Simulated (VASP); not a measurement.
From an Ansatz input to VASP: CaO (rocksalt)

Ansatz input

```yaml
crystal:
  lattice:
    - [0.0, 2.3975501103, 2.3975501103]
    - [2.3975501103, 0.0, 2.3975501103]
    - [2.3975501103, 2.3975501103, 0.0]
  atoms:
    - { symbol: Ca, position: [0.0, 0.0, 0.0] }
    - { symbol: O, position: [0.5, 0.5, 0.5] }
kpoints:
  mp_grid: { grid: [10, 10, 10] }
  band_path:
    path:
      - [0.0, 0.0, 0.0]
      - [0.5, 0.0, 0.5]
      - [0.625, 0.25, 0.625]
      - [0.375, 0.375, 0.75]
      - [0.5, 0.5, 0.5]
      - [0.5, 0.25, 0.75]
      - [0.0, 0.5, 0.5]
    npoints: 1
hamiltonian:
  xc: r2scan
scf:
  occupations: { method: fixed }
  n_extra_bands: 4
output:
  forces: true
  stress: true
  eigenvalues: true
```

Q: Translate this input to VASP.

A: 

INCAR

```
LASPH = .TRUE.
METAGGA = R2SCAN
NSW = 0
PREC = Accurate
EDIFF = 1E-7
LREAL = .FALSE.
ALGO = Normal
ISMEAR = 0
IBRION = -1
ENCUT = 520
LWAVE = .FALSE.
ISIF = 2
NBANDS = 15
SIGMA = 0.01
NELM = 120
LCHARG = .FALSE.
```

KPOINTS

```
KPOINTS created by Atomic Simulation Environment
0
Gamma
10 10 10
0 0 0
```

KPOINTS_OPT

```
special points
7
Reciprocal
0.0000000000 0.0000000000 0.0000000000 1
0.5000000000 0.0000000000 0.5000000000 1
0.6250000000 0.2500000000 0.6250000000 1
0.3750000000 0.3750000000 0.7500000000 1
0.5000000000 0.5000000000 0.5000000000 1
0.5000000000 0.2500000000 0.7500000000 1
0.0000000000 0.5000000000 0.5000000000 1
```

POSCAR

```
Ca O
 1.0000000000000000
    -0.0000000000000000    2.3975501102567622    2.3975501102567622
     2.3975501102567622   -0.0000000000000000    2.3975501102567622
     2.3975501102567622    2.3975501102567622    0.0000000000000000
 Ca  O
   1   1
Cartesian
 -0.0000000000000000  0.0000000000000000 -0.0000000000000000
  2.3975501102567622  2.3975501102567622  2.3975501102567622
```

VASP ran with the recommended PBE PAW datasets (16 valence electrons in the cell). Other inputs would serve too.

|  | Ansatz | VASP |
| --- | --- | --- |
| gap between bands v and c | 4.20 eV | 4.19 eV |
| least direct gap | 4.57 eV | 4.56 eV |
| pressure | 0.0 GPa | 1.1 GPa |

The two codes use different PAW datasets and cutoffs. VASP's cell holds 16 valence electrons and Ansatz's 16. Ansatz's stress includes a Pulay correction; VASP's doesn't.
